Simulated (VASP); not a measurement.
VASP 6.6.1 run: PbI2

INCAR

```
LCHARG = .FALSE.
NSW = 0
GGA = PE
SIGMA = 0.02
LASPH = .TRUE.
NELM = 120
ENCUT = 520
ISMEAR = -1
EDIFF = 1E-7
NBANDS = 21
IBRION = -1
LWAVE = .FALSE.
LREAL = .FALSE.
ISIF = 2
PREC = Normal
```

KPOINTS

```
KPOINTS created by Atomic Simulation Environment
0
Gamma
6 6 4
0 0 0
```

POSCAR

```
Pb I
 1.0000000000000000
     4.4661932243267133    0.0000000000288675    0.0000000000000000
    -2.2330966121883566    3.8678367904624325    0.0000000000000000
     0.0000000000000000    0.0000000000000000    6.8875865178000000
 Pb  I
   1   2
Cartesian
  0.0000000000000000  0.0000000000000000  0.0000000000000000
 -0.0000000000166664  2.5785578603179107  1.9050672524090233
  2.2330966121550238  1.2892789301733891  4.9825192653909784
```

The recommended PBE PAW datasets give the neutral cell 28 valence electrons.

Command

```
mpirun -np 1 vasp_std
```

Question: How does this run end, and what does it give?

Answer: It converged. Results: gap between bands v and c on the k mesh 2.11 eV; least direct gap on the k mesh 2.11 eV; pressure 2.5 GPa; largest force 0.07 eV/Å. Band v is the last that the valence electrons fill when counted band by band, and c is the next.

OSZICAR

```
N       E                     dE             d eps       ncg     rms          rms(c)
DAV:   1     0.228429552935E+03    0.22843E+03   -0.11810E+04  1008   0.118E+03
DAV:   2     0.125924087995E+02   -0.21584E+03   -0.20735E+03  1073   0.293E+02
DAV:   3    -0.789763210474E+01   -0.20490E+02   -0.20264E+02  1314   0.994E+01
DAV:   4    -0.862591614531E+01   -0.72828E+00   -0.72757E+00  1364   0.216E+01
DAV:   5    -0.864246363944E+01   -0.16547E-01   -0.16547E-01  1368   0.282E+00    0.391E+00
DAV:   6    -0.848421947114E+01    0.15824E+00   -0.39443E-01  1366   0.406E+00    0.262E+00
DAV:   7    -0.848254756008E+01    0.16719E-02   -0.15735E-01  1376   0.186E+00    0.110E+00
DAV:   8    -0.848427175233E+01   -0.17242E-02   -0.20431E-02  1153   0.122E+00    0.222E-01
DAV:   9    -0.848440643427E+01   -0.13468E-03   -0.22539E-03  1193   0.356E-01    0.106E-01
DAV:  10    -0.848453128071E+01   -0.12485E-03   -0.33630E-04  1168   0.136E-01    0.288E-02
DAV:  11    -0.848454491921E+01   -0.13638E-04   -0.36178E-05  1294   0.340E-02    0.145E-02
DAV:  12    -0.848454664372E+01   -0.17245E-05   -0.80365E-06  1153   0.161E-02    0.209E-03
DAV:  13    -0.848454673831E+01   -0.94593E-07   -0.55003E-07  1284   0.401E-03
   1 F= -.84845467E+01 E0= -.84845467E+01  d E =-.143541E-10
```

For comparison, a separate PBE run of the intended cell, on usual settings and not on those above, gives a gap of 2.11 eV on its mesh and a pressure of 2.5 GPa.
